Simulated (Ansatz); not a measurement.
# Response to strain in NaCl

Consider NaCl in the rock salt structure (space group Fm-3m, No. 225; a = 5.601 Å).

Strains are applied to the cell and any free atomic positions relax.

Calculations: PBEsol/PAW in Ansatz (a first-principles code), no SOC.

| change | electron mass | pressure | width of the top valence band | band gap |
|---|---|---|---|---|
| base | 0.39 mₑ (at Γ) | 0.01 GPa | 0.80 eV | 5.01 eV |
| isotropic strain −2.50 % | 0.38 mₑ (at Γ) | 2.36 GPa | 0.91 eV | 5.31 eV |
| isotropic strain −2.00 % | 0.38 mₑ (at Γ) | 1.82 GPa | 0.88 eV | 5.25 eV |
| isotropic strain −1.00 % | 0.38 mₑ (at Γ) | 0.85 GPa | 0.84 eV | 5.13 eV |
| isotropic strain −0.50 % | 0.39 mₑ (at Γ) | 0.41 GPa | ___ | 5.07 eV |
| isotropic strain +1.00 % | 0.39 mₑ (at Γ) | -0.71 GPa | 0.76 eV | 4.90 eV |
| isotropic strain +1.50 % | 0.39 mₑ (at Γ) | -1.03 GPa | 0.74 eV | 4.85 eV |
| isotropic strain +2.00 % | 0.40 mₑ (at Γ) | -1.33 GPa | 0.72 eV | 4.80 eV |
| isotropic strain +2.50 % | 0.40 mₑ (at Γ) | -1.60 GPa | ___ | 4.75 eV |
| isotropic strain +3.00 % | 0.40 mₑ (at Γ) | -1.86 GPa | 0.68 eV | ___ |

Question: Complete the table.

Answer: 
- isotropic strain −0.50 %, width of the top valence band: 0.82 eV
- isotropic strain +2.50 %, width of the top valence band: 0.70 eV
- isotropic strain +3.00 %, band gap: 4.70 eV

Effective masses come from finite differences of ±0.01 Å⁻¹. Stability against distortions was not tested.
